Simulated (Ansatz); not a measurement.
## Ag: relaxation of cell and atoms

Computed with DFT, PBE, PAW with Ansatz's default frozen-core files, scalar-relativistic (Ansatz 0.2.0).

Command: `ansatz run input.yaml --threads 1 --pin off --max-ram 2048MiB --backend cpu --events-out ev --progress --plain --runs-dir out` The run took about 3.3 s on 1 thread of a shared machine.

```yaml
crystal:
  lattice:
    - [2.770012612, 0.0, 0.0]
    - [0.0, 2.770012612, 0.0]
    - [0.0, 0.0, 2.770012612]
  atoms:
    - { symbol: Ag, position: [0.0, 0.0, 0.0] }
kpoints:
  mp_grid: { grid: [12, 12, 12] }
scf:
  occupations: { method: fermi_dirac, width: 0.05 }
hamiltonian:
  xc: pbe
  pseudopotentials: { kind: paw }
output:
  forces: true
  stress: true
relax:
  f_tol: 0.005
  max_steps: 80
  cell: {}
```

The cell is built from the sc type as a first guess.

The cutoff is 420 eV; energies and pressures of the walk include the program's estimate of the Pulay term.

Each frame lists the cell vectors (Å), then Cartesian positions (Å); symmetry keeps all forces zero. Free energies count from the first step, -7590.2186 eV.

The walk took 4 evaluations in all; steps that aren't listed are left out.

Step 1: E = 0.0 meV, P = -1.28 GPa

```
cell 2.7700 0.0000 0.0000 0.0000 2.7700 0.0000 0.0000 0.0000 2.7700
Ag    0.0000    0.0000    0.0000
```

Step 2: E = -1.8 meV, P = 0.42 GPa

```
cell 2.7454 0.0000 0.0000 0.0000 2.7454 0.0000 0.0000 0.0000 2.7454
Ag    0.0000    0.0000    0.0000
```

Problem. How does the relaxation end?

Solution. It converges, with a = 2.751 Å, b = 2.751 Å, c = 2.751 Å, α = 90.00°, β = 90.00°, γ = 90.00° (conventional cell, space group Pm-3m). The last solve (on a basis chosen afresh for the final cell, so its energy is not quite comparable) gives E = -1.8 meV, P = -0.02 GPa:
```
cell 2.7515 0.0000 0.0000 0.0000 2.7515 0.0000 0.0000 0.0000 2.7515
Ag    0.0000    0.0000    0.0000
```
